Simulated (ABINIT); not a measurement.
The system is CdO (Monteponite).

```xyz
2
Lattice="0.0000 2.3495 2.3495 2.3495 0.0000 2.3495 2.3495 2.3495 0.0000" Properties=species:S:1:pos:R:3 pbc="T T T"
Cd    0.0000    0.0000    0.0000
O     2.3495    2.3495    2.3495
```

Base run:

- Program: ABINIT 10.8.3 (patched build)
- Functional: AM05
- Potentials or basis: JTH PAW PBE v2.0
- Cutoff: 626 eV
- k mesh: 10 × 10 × 10
- Occupations: fermi-dirac, width 0.05 eV
- Spin: no spin polarisation

Its results: band gap on the k mesh none (metal or under the smearing width); pressure -0.3 GPa.

After a change of settings the same cell gave: band gap on the k mesh 0.99 eV, indirect (least direct gap 1.80 eV); pressure -15.4 GPa. Which change was it?
A. functional from AM05 to LDA-PZ; potentials or basis from JTH PAW PBE v2.0 to JTH PAW LDA v2.0
B. functional from AM05 to PBEsol; k mesh from 10 × 10 × 10 to 6 × 6 × 6
C. functional from AM05 to HLE16
D. functional from AM05 to SOGGA

C.

Caveats: the PAW data sets were made with another functional, which shifts forces and pressure a little (some runs); this crystal is a semiconductor, whose small gap the functional closes, so the metal is an error of the method (some runs); the potentials were made for a functional far from this one (some runs); so large a pressure means that the cell lies far from this level's equilibrium, or that cutoff or potentials fall short (some runs); the potentials were made for another functional, which shifts forces and pressure (some runs).

Runs at the PBE level aren't shown here.
